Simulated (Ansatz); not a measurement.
The system is MnO.

```
CELL_PARAMETERS angstrom
0.00000 2.22391 2.22391
2.22391 0.00000 2.22391
2.22391 2.22391 0.00000
ATOMIC_POSITIONS crystal
Mn 0.00000 0.00000 0.00000
O 0.50000 0.50000 0.50000
```

The cell is a database's computed one.

Base run:

| Property | Result |
| --- | --- |
| Program | Ansatz 0.2.0 |
| Functional | r2SCAN |
| Potentials or basis | Ansatz PAW |
| Cutoff | 500 eV |
| Density cutoff | 2000 eV |
| k mesh | 10 × 10 × 10 |
| Occupations | fermi-dirac, width 0.05 eV |
| Spin | collinear spin, ferromagnetic start |
| Starting moments | [4.0, 0.0] μB |

Its results: band gap on the k mesh none (metal or under the smearing width); pressure 0.3 GPa; net moment 5.00 μB per cell; site moments Mn +4.26; O +0.26 μB.

The run is repeated on the same cell with these changes: functional from r2SCAN to BLYP; cutoff from 500 eV to 420 eV; density cutoff from 2000 eV to 1680 eV. What comes out?

Band gap on the k mesh none (metal or under the smearing width); pressure 3.8 GPa; net moment 4.71 μB per cell; site moments Mn +4.01; O +0.26 μB.

Caveats: a cell with one magnetic atom can't hold antiferromagnetic order, which such compounds often take; semilocal functionals often make such compounds metallic where correlation or magnetic order opens a gap, which also shifts bond lengths; the PAW data sets come from PBE, with cores solved anew for the run's functional, which leaves a small shift of forces and pressure; the magnetic or orbital state may not be the lowest (some runs); the potentials were made for another functional, which shifts forces and pressure (some runs).

Not every run made on this cell is shown here.
